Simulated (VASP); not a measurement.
# SrTiO3 (Pm-3m) in VASP: notebook, part 2 of 2

VASP 6.6.1. Earlier steps stand in the parts before.

## 4. Band structure, PBE0

Input file POSCAR:

```
SrTiO3                                  
1.0
    3.9398812846      0.0000000000      0.0000000000
    0.0000000000      3.9398812846      0.0000000000
    0.0000000000      0.0000000000      3.9398812846
  Sr              Ti              O             
     1     1     3
Direct
     0.0000000000000000    0.0000000000000000    0.0000000000000000
     0.5000000000000000    0.5000000000000000    0.5000000000000000
     0.5000000000000000    0.0000000000000000    0.5000000000000000
     0.5000000000000000    0.5000000000000000    0.0000000000000000
     0.0000000000000000    0.5000000000000000    0.5000000000000000
```

Input file INCAR.step1:

```
SYSTEM = SrTiO3
PREC = Accurate
ENCUT = 450
EDIFF = 1E-5
ISMEAR = 0
SIGMA = 0.02
LREAL = .FALSE.
LASPH = .TRUE.
NELM = 120
ALGO = Normal
ISIF = 2
LWAVE = .TRUE.
LCHARG = .FALSE.
LMAXMIX = 4
NBANDS = 28
KPAR = 4
GGA = PE
```

Input file INCAR.step2:

```
SYSTEM = SrTiO3
PREC = Accurate
ENCUT = 450
EDIFF = 1E-6
ISMEAR = 0
SIGMA = 0.02
LREAL = .FALSE.
LASPH = .TRUE.
NELM = 120
ALGO = Normal
ISIF = 2
LWAVE = .FALSE.
LCHARG = .FALSE.
LMAXMIX = 4
GGA = PE
LHFCALC = .TRUE.
AEXX = 0.25
PRECFOCK = Fast
HFRCUT = -1
NBANDS = 28
KPAR = 4
ISTART = 1
```

Input file KPOINTS:

```
Automatic mesh
0
G
  6 6 6
  0 0 0
```

Input file KPOINTS_OPT:

```
path GXMGRX,MR
8
line-mode
reciprocal
 0.0000000000  0.0000000000  0.0000000000  G
 0.0000000000  0.5000000000  0.0000000000  X

 0.0000000000  0.5000000000  0.0000000000  X
 0.5000000000  0.5000000000  0.0000000000  M

 0.5000000000  0.5000000000  0.0000000000  M
 0.0000000000  0.0000000000  0.0000000000  G

 0.0000000000  0.0000000000  0.0000000000  G
 0.5000000000  0.5000000000  0.5000000000  R

 0.5000000000  0.5000000000  0.5000000000  R
 0.0000000000  0.5000000000  0.0000000000  X

 0.5000000000  0.5000000000  0.0000000000  M
 0.5000000000  0.5000000000  0.5000000000  R
```

Potentials or basis: VASP PAW PBE potentials, release 64 (Sr_sv, Ti_sv, O).

On the command line:

```sh
cat potpaw_PBE.64/Sr_sv/POTCAR potpaw_PBE.64/Ti_sv/POTCAR potpaw_PBE.64/O/POTCAR > POTCAR
cp INCAR.step1 INCAR
mpirun -np 4 vasp_std > vasp.out
cp INCAR.step2 INCAR
mpirun -np 4 vasp_std > vasp.out
```

OUTCAR:

```text
SYSTEM = SrTiO3
   PREC = Accurate
   ENCUT = 450
   EDIFF = 1E-6
   ISMEAR = 0
   LREAL = .FALSE.
   LASPH = .TRUE.
   NELM = 120
   ISIF = 2
   GGA = PE
   LHFCALC = .TRUE.
   AEXX = 0.25
   PRECFOCK = Fast
   ISTART = 1

 ion  position               nearest neighbor table
   1  0.000  0.000  0.000-   3 2.79   4 2.79   5 2.79   3 2.79   5 2.79   4 2.79   5 2.79   5 2.79
                             3 2.79   4 2.79   3 2.79   4 2.79   2 3.41   2 3.41   2 3.41   2 3.41
   2  0.500  0.500  0.500-   3 1.97   4 1.97   5 1.97   4 1.97   3 1.97   5 1.97   1 3.41   1 3.41
                             1 3.41   1 3.41   1 3.41   1 3.41   1 3.41   1 3.41
   3  0.500  0.000  0.500-   2 1.97   2 1.97   1 2.79   1 2.79   1 2.79   1 2.79
   4  0.500  0.500  0.000-   2 1.97   2 1.97   1 2.79   1 2.79   1 2.79   1 2.79
   5  0.000  0.500  0.500-   2 1.97   2 1.97   1 2.79   1 2.79   1 2.79   1 2.79

  LATTYP: Found a simple cubic cell.
 ALAT       =     3.9398812846

  Lattice vectors:

 A1 = (   3.9398812846,   0.0000000000,   0.0000000000)
 A2 = (   0.0000000000,   3.9398812846,   0.0000000000)
 A3 = (   0.0000000000,   0.0000000000,   3.9398812846)

Analysis of symmetry for initial positions (statically):
=====================================================================
 Subroutine PRICEL returns:
 Original cell was already a primitive cell.

 Routine SETGRP: Setting up the symmetry group for a
 simple cubic supercell.

 Subroutine GETGRP returns: Found 48 space group operations
 (whereof 48 operations were pure point group operations)
 out of a pool of 48 trial point group operations.

The static configuration has the point symmetry O_h .

Analysis of symmetry for dynamics (positions and initial velocities):
=====================================================================
 Subroutine PRICEL returns:
 Original cell was already a primitive cell.

 Routine SETGRP: Setting up the symmetry group for a
 simple cubic supercell.

 Subroutine GETGRP returns: Found 48 space group operations
 (whereof 48 operations were pure point group operations)
 out of a pool of 48 trial point group operations.

The dynamic configuration has the point symmetry O_h .

 Subroutine INISYM returns: Found 48 space group operations
 (whereof 48 operations are pure point group operations),
 and found     1 'primitive' translations

----------------------------------------------------------------------------------------

                                     Primitive cell

  volume of cell :      61.1575

  direct lattice vectors                    reciprocal lattice vectors
     3.939881285  0.000000000  0.000000000     0.253814754  0.000000000  0.000000000
     0.000000000  3.939881285  0.000000000     0.000000000  0.253814754  0.000000000
     0.000000000  0.000000000  3.939881285     0.000000000  0.000000000  0.253814754

  length of vectors
     3.939881285  3.939881285  3.939881285     0.253814754  0.253814754  0.253814754

  position of ions in fractional coordinates (direct lattice)
     0.000000000  0.000000000  0.000000000
[... 59 lines left out ...]
  0.500000  0.500000  0.333333      6.000000
  0.500000  0.500000  0.500000      1.000000
   k-points           NKPTS =     20   k-points in BZ     NKDIM =    216   number of bands    NBANDS=     28
   number of dos      NEDOS =    301   number of ions     NIONS =      5
   total plane-waves  NPLWV =  21952
   dimension x,y,z NGX =    28 NGY =   28 NGZ =   28
   dimension x,y,z NGXF=    56 NGYF=   56 NGZF=   56
   ions per type =               1   1   3
   NGX,Y,Z   is equivalent  to a cutoff of  11.81, 11.81, 11.81 a.u.
   NGXF,Y,Z  is equivalent  to a cutoff of  23.63, 23.63, 23.63 a.u.
 SYSTEM =  SrTiO3
   PREC   = accura    normal or accurate (medium, high low for compatibility)
   ISTART =      1    job   : 0-new  1-cont  2-samecut
   ICHARG =      0    charge: 1-file 2-atom 10-const
   ISPIN  =      1    spin polarized calculation?
   LNONCOLLINEAR =      F non collinear calculations
   LSORBIT =      F    spin-orbit coupling
   LASPH  =      T    aspherical Exc in radial PAW
   ENCUT  =  450.0 eV  33.07 Ry    5.75 a.u.   6.81  6.81  6.81*2*pi/ulx,y,z
   NELM   =    120;   NELMIN=  2; NELMDL=  0     # of ELM steps
   EDIFF  = 0.1E-05   stopping-criterion for ELM
   LREAL  =      F    real-space projection
   EDIFFG = 0.1E-04   stopping-criterion for IOM
   NSW    =      0    number of steps for IOM
   IBRION =     -1    ionic relax: 0-MD 1-quasi-New 2-CG
   NFREE  =      0    steps in history (QN), initial steepest desc. (CG)
   ISIF   =      2    stress and relaxation
   ISYM   =      3    0-nonsym 1-usesym 2-fastsym
   POTIM  = 0.5000    time-step for ionic-motion
   TEBEG  =    0.0;   TEEND  =   0.0 temperature during run
   PSTRESS=    0.0 pullay stress
   NELECT =      40.0000    total number of electrons
   NUPDOWN=      -1.0000    fix difference up-down
   EMIN   =  10.00;   EMAX   =-10.00  energy-range for DOS
   EFERMI =   0.00;   METHOD = LEGACY
   ISMEAR =     0;   SIGMA  =   0.02  broadening in eV -4-tet -1-fermi 0-gaus
   EFERMI_NEDOS =   21; number of points for ismear=-14 and -15
   IALGO  =     38    algorithm
   IMIX   =      1    mixing-type and parameters
     AMIX     =   0.40;   BMIX     =  1.00
     AMIX_MAG =   1.60;   BMIX_MAG =  1.00
  volume/ion in A,a.u.               =      12.23        82.54
  Fermi-wavevector in a.u.,A,eV,Ry     =   1.421058  2.685410 27.475670  2.019405
  Thomas-Fermi vector in A             =   2.541907
   LORBIT       =      0    0 simple, 1 ext, 2 COOP (PROOUT), +10 PAW based schemes
   GGA     = PE    functional components
   LHFCALC =     T    Hartree Fock is set to
   PRECFOCK=fast      Normal, Fast or Accurate (Low or Medium for compatibility)
   ENCUT4O =  -1.0   cutoff for four orbital integrals eV
   NKREDX  =     1    reduce k-point grid by
   NKREDY  =     1    reduce k-point grid by
   NKREDZ  =     1    reduce k-point grid by
   AEXX    =    0.2500 exact exchange contribution
   HFSCREEN=    0.0000 screening length (either q_TF or 0.3 A-1)
   HFSCREENC=   0.0000 screening length for correlation (either q_TF or 0.3 A-1)
   ENCUTFOCK=  -1.0 apply spherical cutoff to Coloumb kernel
   IVDW    =     0    specifies the selected vdW correction
   LEPSILON=     F    determine dielectric tensor
   LRPA    =     F    only Hartree local field effects (RPA)
 non-spin polarized calculation
 Gauss-broadening in eV      SIGMA  =   0.02
  energy-cutoff  :      450.00
  volume of cell :       61.16
 maximum number of plane-waves:      1357
 NGX is ok and might be reduce to    28
  NGX = 16; NGY = 16; NGZ = 16

 number of electron      40.0000022 magnetization

 Free energy of the ion-electron system (eV)
  ---------------------------------------------------
  ext. energy  EPLUGINS =         0.00000000
  ---------------------------------------------------
  free energy    TOTEN  =       -51.32401593 eV

  energy without entropy =      -51.32401593  energy(sigma->0) =      -51.32401593

 E-fermi :   2.6184     XC(G=0):  -8.7537

 val. band max:        2.5358814742   @ k =   0.5000   0.5000   0.5000
 cond. band min:       6.5176151915   @ k =   0.0000   0.0000   0.0000
 fundamental gap:      3.9817337173
 Fermi energy:         2.6184111404

 k-point     1 :       0.0000    0.0000    0.0000
  band No.  band energies     occupation
      1     -58.4822      2.00000
      2     -33.0373      2.00000
      3     -33.0373      2.00000
      4     -33.0373      2.00000
      5     -32.2587      2.00000
      6     -16.5006      2.00000
[... 609 lines left out ...]
     27      13.2564      0.00000
     28      13.2564      0.00000

------------------------ aborting loop because EDIFF is reached ----------------------------------------

  FORCE on cell =-STRESS in cart. coord.  units (eV):
  Direction    XX          YY          ZZ          XY          YZ          ZX
  --------------------------------------------------------------------------------------
  -------------------------------------------------------------------------------------
  Total       -2.6085498     -2.6085498     -2.6085498      0.0000000      0.0000000     -0.0000000
  in kB      -68.3376911    -68.3376911    -68.3376911      0.0000000      0.0000000     -0.0000000
  external PRESSURE =     -68.3376911 kB  Pullay stress =       0.0000000 kB

 VOLUME and BASIS-vectors are now :
 -----------------------------------------------------------------------------
  energy-cutoff  :      450.00
  volume of cell :       61.16
      direct lattice vectors                 reciprocal lattice vectors
     3.939881285  0.000000000  0.000000000     0.253814754  0.000000000  0.000000000
     0.000000000  3.939881285  0.000000000     0.000000000  0.253814754  0.000000000
     0.000000000  0.000000000  3.939881285     0.000000000  0.000000000  0.253814754

 POSITION                                       TOTAL-FORCE (eV/Angst)
 -----------------------------------------------------------------------------------
      0.00000      0.00000      0.00000         0.000000      0.000000      0.000000
      1.96994      1.96994      1.96994         0.000000      0.000000      0.000000
      1.96994      0.00000      1.96994         0.000000      0.000000      0.000000
      1.96994      1.96994      0.00000         0.000000      0.000000      0.000000
      0.00000      1.96994      1.96994         0.000000      0.000000      0.000000
 -----------------------------------------------------------------------------------
    total drift:                               -0.000002     -0.000001     -0.000000

  FREE ENERGIE OF THE ION-ELECTRON SYSTEM (eV)
  ---------------------------------------------------
  free  energy   TOTEN  =       -51.3240159301 eV

  energy  without entropy=      -51.3240159300  energy(sigma->0) =      -51.32401593
```

Wall time 56 min (4 MPI ranks of AMD EPYC 9R45 (Zen 5), shared host); peak memory 0.26 GiB.

Results:

| Quantity | Value |
| --- | --- |
| Free energy | -51.3240 eV |
| Band gap on the k mesh | 3.98 eV, indirect (least direct gap 4.36 eV) |
| Band gap along the path | 3.98 eV, indirect (least direct gap 4.36 eV) |

Levels at the corners of the path, in eV from the valence-band top:
```
point  band 18  band 19  band 20  band 21  band 22  band 23
    Γ    -0.38    -0.38    -0.38     3.98     3.98     3.98
    X    -2.02    -0.78    -0.78     4.16     6.04     6.04
    X    -2.02    -0.78    -0.78     4.16     6.04     6.04
    M    -1.68    -1.68    -0.09     6.05     6.05     6.61
    M    -1.68    -1.68    -0.09     6.05     6.05     6.61
    Γ    -0.38    -0.38    -0.38     3.98     3.98     3.98
    Γ    -0.38    -0.38    -0.38     3.98     3.98     3.98
    R     0.00     0.00     0.00     6.83     6.83     6.83
    R     0.00     0.00     0.00     6.83     6.83     6.83
    X    -2.02    -0.78    -0.78     4.16     6.04     6.04
    M    -1.68    -1.68    -0.09     6.05     6.05     6.61
    R     0.00     0.00     0.00     6.83     6.83     6.83
```

Caveat: the cutoff is under 1.25 times the usual one of these potentials, so pressure, stress and relaxed cells hold a basis-set (Pulay) error; the PAW data sets were made with another functional, which shifts forces and pressure a little.

## 5. The runs side by side

```tsv
level	k mesh	grid for exact exchange (PRECFOCK)	screening parameter	exchange at q = 0	gap on the mesh (eV)
r2SCAN	10 × 10 × 10	-	-	-	2.22
HSE06	6 × 6 × 6	Fast	0.2 1/A	-	3.26
PBE0	6 × 6 × 6	Fast	-	truncated	3.98
```

Alike in all rows: task band structure; potentials or basis VASP PAW PBE potentials, release 64 (Sr_sv, Ti_sv, O); no spin polarisation; cell as given; cutoff (eV) 450; smearing gaussian 0.02 eV.

On the cell as given the gap runs from 2.22 eV (r2SCAN) to 3.98 eV (PBE0); the meshes differ, which moves gaps too.

Caveats: the cutoff is under 1.25 times the usual one of these potentials, so pressure, stress and relaxed cells hold a basis-set (Pulay) error; the PAW data sets were made with another functional, which shifts forces and pressure a little.

Total energies depend on the potentials used, so only differences within one code and one set of settings carry meaning.
